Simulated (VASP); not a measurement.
# HfN (F-43m) in VASP: a series of runs, part 2 of 2

VASP 6.6.1. Earlier steps stand in the parts before.

## Step 5: Single point, PBEsol

INCAR

```
SYSTEM = HfN
PREC = Normal ; ENCUT = 460
EDIFF = 1E-4 ; ISMEAR = 0
SIGMA = 0.05 ; LREAL = Auto
LASPH = .True. ; NELM = 100
ALGO = Normal ; ISIF = 2
LWAVE = .False. ; LCHARG = .False.
GGA = PS ; ADDGRID = .False.
```

KPOINTS

```
Automatic mesh
0
Gamma
  5 5 5
  0 0 0
```

POSCAR

```
HfN
1.0
    0.0000000000      2.4548220000      2.4548220000
    2.4548220000      0.0000000000      2.4548220000
    2.4548220000      2.4548220000      0.0000000000
Hf N
1 1
Direct
    0.0013890000     -0.0035870000      0.0084710000
    0.2560200000      0.2829830000      0.2320270000
```

Potentials or basis: VASP PAW PBE potentials, release 64 (Hf_pv, N).

Command:

```bash
$ cat potpaw_PBE.64/Hf_pv/POTCAR potpaw_PBE.64/N/POTCAR > POTCAR
$ mpirun -np 1 vasp_std > vasp.out
```

OUTCAR:

```text
SYSTEM = HfN
   PREC = Normal
   ENCUT = 460
   EDIFF = 1E-4
   ISMEAR = 0
   LREAL = Auto
   LASPH = .True.
   NELM = 100
   ISIF = 2
   GGA = PS

 Found     63 irreducible k-points:

 Following reciprocal coordinates:
            Coordinates               Weight
  0.000000  0.000000  0.000000      1.000000
  0.200000  0.000000  0.000000      2.000000
  0.000000  0.200000  0.000000      2.000000
  0.000000  0.000000  0.200000      2.000000
  0.200000  0.200000  0.200000      2.000000
  0.400000  0.000000  0.000000      2.000000
   k-points           NKPTS =     63   k-points in BZ     NKDIM =     63   number of bands    NBANDS=     11
   number of dos      NEDOS =    301   number of ions     NIONS =      2
   total plane-waves  NPLWV =   5832
   dimension x,y,z NGX =    18 NGY =   18 NGZ =   18
   dimension x,y,z NGXF=    36 NGYF=   36 NGZF=   36
   ions per type =               1   1
   NGX,Y,Z   is equivalent  to a cutoff of   8.62,  8.62,  8.62 a.u.
   NGXF,Y,Z  is equivalent  to a cutoff of  17.24, 17.24, 17.24 a.u.
 SYSTEM =  HfN
   PREC   = normal    normal or accurate (medium, high low for compatibility)
   ISTART =      0    job   : 0-new  1-cont  2-samecut
   ICHARG =      2    charge: 1-file 2-atom 10-const
   ISPIN  =      1    spin polarized calculation?
   LNONCOLLINEAR =      F non collinear calculations
   LSORBIT =      F    spin-orbit coupling
   LASPH  =      T    aspherical Exc in radial PAW
   ENCUT  =  460.0 eV  33.81 Ry    5.81 a.u.   6.07  6.07  6.07*2*pi/ulx,y,z
   NELM   =    100;   NELMIN=  2; NELMDL= -5     # of ELM steps
   EDIFF  = 0.1E-03   stopping-criterion for ELM
   LREAL  =      T    real-space projection
   EDIFFG = 0.1E-02   stopping-criterion for IOM
   NSW    =      0    number of steps for IOM
   IBRION =     -1    ionic relax: 0-MD 1-quasi-New 2-CG
   NFREE  =      0    steps in history (QN), initial steepest desc. (CG)
   ISIF   =      2    stress and relaxation
   ISYM   =      2    0-nonsym 1-usesym 2-fastsym
   POTIM  = 0.5000    time-step for ionic-motion
   TEBEG  =    0.0;   TEEND  =   0.0 temperature during run
   PSTRESS=    0.0 pullay stress
   NELECT =      15.0000    total number of electrons
   NUPDOWN=      -1.0000    fix difference up-down
   EMIN   =  10.00;   EMAX   =-10.00  energy-range for DOS
   EFERMI =   0.00;   METHOD = LEGACY
   ISMEAR =     0;   SIGMA  =   0.05  broadening in eV -4-tet -1-fermi 0-gaus
   EFERMI_NEDOS =   21; number of points for ismear=-14 and -15
   IALGO  =     38    algorithm
   IMIX   =      4    mixing-type and parameters
     AMIX     =   0.40;   BMIX     =  1.00
     AMIX_MAG =   1.60;   BMIX_MAG =  1.00
  volume/ion in A,a.u.               =      14.79        99.83
  Fermi-wavevector in a.u.,A,eV,Ry     =   1.305395  2.466839 23.185087  1.704056
  Thomas-Fermi vector in A             =   2.436267
   LORBIT       =      0    0 simple, 1 ext, 2 COOP (PROOUT), +10 PAW based schemes
   GGA     = PS    functional components
   LHFCALC =     F    Hartree Fock is set to
   AEXX    =    0.0000 exact exchange contribution
   IVDW    =     0    specifies the selected vdW correction
   LEPSILON=     F    determine dielectric tensor
   LRPA    =     F    only Hartree local field effects (RPA)
 non-spin polarized calculation
 Gauss-broadening in eV      SIGMA  =   0.05
  energy-cutoff  :      460.00
  volume of cell :       29.59
 maximum number of plane-waves:       678
   NGX = 13   NGY = 13   NGZ = 13

 number of electron      14.9999994 magnetization

 Free energy of the ion-electron system (eV)
  ---------------------------------------------------
  ext. energy  EPLUGINS =         0.00000000
  ---------------------------------------------------
  free energy    TOTEN  =       -22.14531979 eV

  energy without entropy =      -22.14425567  energy(sigma->0) =      -22.14478773

 E-fermi :   5.6301     XC(G=0): -11.3929

 val. band max:        5.6072699417   @ k =   0.2000  -0.2000  -0.2000
 cond. band min:       5.6650674946   @ k =   0.4000   0.4000   0.2000
 fundamental gap:      0.0577975529
 Fermi energy:         5.6300890708

 k-point     1 :       0.0000    0.0000    0.0000
  band No.  band energies     occupation
      1     -25.4459      2.00000
      2     -25.4418      2.00000
      3     -25.4377      2.00000
      4     -10.4976      2.00000
      5       0.0102      2.00000
      6       0.1544      2.00000
      7       0.3174      2.00000
      8       4.8438      2.00000
      9       7.7814      0.00000
     10       7.7980      0.00000
     11      11.5635      0.00000

 k-point     2 :       0.2000    0.0000    0.0000
  band No.  band energies     occupation
      1     -25.6136      2.00000
      2     -25.4687      2.00000
      3     -25.4591      2.00000
      4     -10.0662      2.00000
      5      -0.4218      2.00000
      6       0.3904      2.00000
      7       0.4783      2.00000
      8       6.3985      0.00000
      9       7.4105      0.00000
     10       7.4771      0.00000
     11      11.4876      0.00000

 k-point     3 :       0.0000    0.2000    0.0000
  band No.  band energies     occupation
      1     -25.6280      2.00000
      2     -25.4655      2.00000
      3     -25.4603      2.00000
      4     -10.0156      2.00000
      5      -0.4939      2.00000
      6       0.5093      2.00000
      7       0.5832      2.00000
      8       6.3578      0.00000
      9       7.2820      0.00000
     10       7.3299      0.00000
     11      11.9329      0.00000

 k-point     4 :       0.0000    0.0000    0.2000
  band No.  band energies     occupation
      1     -25.5995      2.00000
      2     -25.4677      2.00000
      3     -25.4620      2.00000
      4     -10.1164      2.00000
      5      -0.3031      2.00000
      6       0.2867      2.00000
      7       0.3211      2.00000
      8       6.5492      0.00000
      9       7.4804      0.00000
     10       7.5691      0.00000
     11      10.9796      0.00000

 k-point     5 :       0.2000    0.2000    0.2000
  band No.  band energies     occupation
      1     -25.6080      2.00000
      2     -25.4673      2.00000
      3     -25.4583      2.00000
      4     -10.0979      2.00000
      5      -0.3573      2.00000
      6       0.3226      2.00000
      7       0.3951      2.00000
      8       6.4799      0.00000
      9       7.4295      0.00000
     10       7.5682      0.00000
     11      11.1571      0.00000

 k-point     6 :       0.4000    0.0000    0.0000
  band No.  band energies     occupation
      1     -25.8771      2.00000
      2     -25.5067      2.00000
      3     -25.4921      2.00000
      4      -9.4496      2.00000
      5      -0.2923      2.00000
      6       0.6217      2.00000
      7       0.8661      2.00000
      8       7.2402      0.00000
      9       7.6235      0.00000
     10       8.2488      0.00000
     11       9.9994      0.00000

 [... further k-points ...]

------------------------ aborting loop because EDIFF is reached ----------------------------------------

  FORCE on cell =-STRESS in cart. coord.  units (eV):
  Direction    XX          YY          ZZ          XY          YZ          ZX
  --------------------------------------------------------------------------------------
  -------------------------------------------------------------------------------------
  Total       -0.8633084     -0.8614805     -0.8928314     -0.9267627     -0.3768248      0.5876230
  in kB      -46.7505319    -46.6515437    -48.3492797    -50.1867524    -20.4061040     31.8214071
  external PRESSURE =     -47.2504517 kB  Pullay stress =       0.0000000 kB

 VOLUME and BASIS-vectors are now :
 -----------------------------------------------------------------------------
  energy-cutoff  :      460.00
  volume of cell :       29.59
      direct lattice vectors                 reciprocal lattice vectors
     0.000000000  2.454822000  2.454822000    -0.203680756  0.203680756  0.203680756
     2.454822000  0.000000000  2.454822000     0.203680756 -0.203680756  0.203680756
     2.454822000  2.454822000  0.000000000     0.203680756  0.203680756 -0.203680756

 POSITION                                       TOTAL-FORCE (eV/Angst)
 -----------------------------------------------------------------------------------
      2.46681      0.02420      2.44943         0.335000     -0.609416      0.838103
      1.26426      1.19807      1.32316        -0.335000      0.609416     -0.838103
 -----------------------------------------------------------------------------------
    total drift:                               -0.000632     -0.001748      0.001687

  FREE ENERGIE OF THE ION-ELECTRON SYSTEM (eV)
  ---------------------------------------------------
  free  energy   TOTEN  =       -22.1453197852 eV

  energy  without entropy=      -22.1442556673  energy(sigma->0) =      -22.14478773
```

stdout:

```text
POSCAR found type information on POSCAR HfN
 POSCAR found :  2 types and       2 ions
 scaLAPACK will be used
 -----------------------------------------------------------------------------
|                                                                             |
|                                                                             |
|     You have a (more or less) 'small supercell' and for smaller cells       |
|     it is recommended to use the reciprocal-space projection scheme!        |
|     The real-space optimization is not efficient for small cells and it     |
|     is also less accurate ...                                               |
|     Therefore, set LREAL=.FALSE. in the INCAR file.                         |
|                                                                             |
 -----------------------------------------------------------------------------

 -----------------------------------------------------------------------------
|                                                                             |
|                                                                             |
|     You enforced a specific xc type in the INCAR file but a different       |
|     I HOPE YOU KNOW WHAT YOU ARE DOING!                                     |
|                                                                             |
 -----------------------------------------------------------------------------

 LDA part: xc-table for (Slater+PW92), standard interpolation
 POSCAR, INCAR and KPOINTS ok, starting setup
 FFT: planning ... GRIDC
 FFT: planning ... GRID_SOFT
 FFT: planning ... GRID
 WAVECAR not read
 entering main loop
```

Wall time 7.1 s (1 thread of Intel Xeon 6975P-C (Granite Rapids), shared host); peak memory 0.12 GiB.

These settings aren't checked as converged: the numbers below hold their error.

Results:

* Free energy: -22.1453 eV
* Pressure: -4.7 GPa
* Largest force: 1.089 eV/Å
* Band gap on the k mesh: none (metal or under the smearing width)

Caveat: the k mesh is coarse (spacing up to 0.44 Å⁻¹), so the values aren't converged; the cutoff is under 1.25 times the usual one of these potentials, so pressure, stress and relaxed cells hold a basis-set (Pulay) error; the PAW data sets were made with another functional, which shifts forces and pressure a little.

## Step 6: Single point, PBEsol

INCAR

```
SYSTEM = HfN
PREC = Accurate ; ENCUT = 520
EDIFF = 1E-7 ; ISMEAR = 0
SIGMA = 0.05 ; LREAL = .False.
LASPH = .True. ; NELM = 100
ALGO = Normal ; ISIF = 2
LWAVE = .False. ; LCHARG = .False.
GGA = PS ; ADDGRID = .False.
```

KPOINTS is that of step 5.

POSCAR

```
HfN
1.0
    0.0000000000      2.4548220000      2.4548220000
    2.4548220000      0.0000000000      2.4548220000
    2.4548220000      2.4548220000      0.0000000000
Hf N
1 1
Direct
    0.0000000000      0.0000000000      0.0000000000
    0.2500000000      0.2500000000      0.2500000000
```

Potentials or basis: VASP PAW PBE potentials, release 64 (Hf_pv, N).

Command:

```bash
$ cat potpaw_PBE.64/Hf_pv/POTCAR potpaw_PBE.64/N/POTCAR > POTCAR
$ mpirun -np 1 vasp_std > vasp.out
```

It took 4.7 s on 1 thread of Intel Xeon 6975P-C (Granite Rapids), shared host; peak memory 0.15 GiB.

The run converged, but some of its settings lie outside the range that counts as converged, so its numbers aren't taken as properties of the crystal.

Results:

```
Free energy            : -22.1847 eV
Pressure               : -5.6 GPa
Band gap on the k mesh : none (metal or under the smearing width)
```

Caveat: the k mesh is coarse (spacing up to 0.44 Å⁻¹), so the values aren't converged; the PAW data sets were made with another functional, which shifts forces and pressure a little.

## Step 7: For comparison

An earlier run on the cell as given: functional PBEsol; potentials or basis VASP PAW PBE potentials, release 64 (Hf_pv, N); cutoff 520 eV; k mesh 9 × 9 × 9; occupations fermi-dirac, width 0.05 eV; no spin polarisation.

- Pressure: -5.9 GPa
- Band gap on the k mesh: none (metal or under the smearing width)
